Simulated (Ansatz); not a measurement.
A relaxed cell of Si2C is given with its symmetry left out. The cell was found from a structure generator's guess, not taken from experiment.

All numbers below come from Ansatz 0.2.0, DFT PBE, scalar-relativistic, plane waves, PAW. Cutoff 420 eV, Γ-centred mesh, Gaussian smearing, no spin polarisation.

```
Si C
1.0
     3.23808    0.00000    0.00000
    -1.61904    2.80426    0.00000
     0.00000    0.00000    8.62521
Si C
4 2
Direct
  0.00000 0.00000 0.36193
  0.33333 0.66667 0.07196
  0.00000 0.00000 0.63807
  0.66667 0.33333 0.92804
  0.66667 0.33333 0.70728
  0.33333 0.66667 0.29272
```

Formation energies are uncorrected and refer to the elements' standard structures at the same level.

Question: Find its symmetry and describe it.

Answer: P-3m1 (No. 164), with Si and C ordered on diamond sites. Conventional cell: a = 3.238 Å, c = 8.625 Å. Si on its first site has 3 C at 1.96 Å and 1 Si at 2.38 Å; Si on its second site is surrounded by 1 C at 1.90 Å and 3 Si at 2.24 Å; C is surrounded by 4 Si at 1.90–1.96 Å.

Question: How far does it lie from the elements in energy?

Answer: +0.25 eV/atom. The separate elements lie lower, so it is unstable against them.

Question: Is it a metal?

Answer: Yes, bands cross the Fermi level on the 12×12×6 mesh.

The last run used a 12×12×6 mesh (in the run's order of axes) for its 6-atom cell and Gaussian smearing of 0.10 eV. The reference form of C is held partly by dispersion forces, which this level lacks. A structure relaxed within its symmetry needn't be a true minimum.
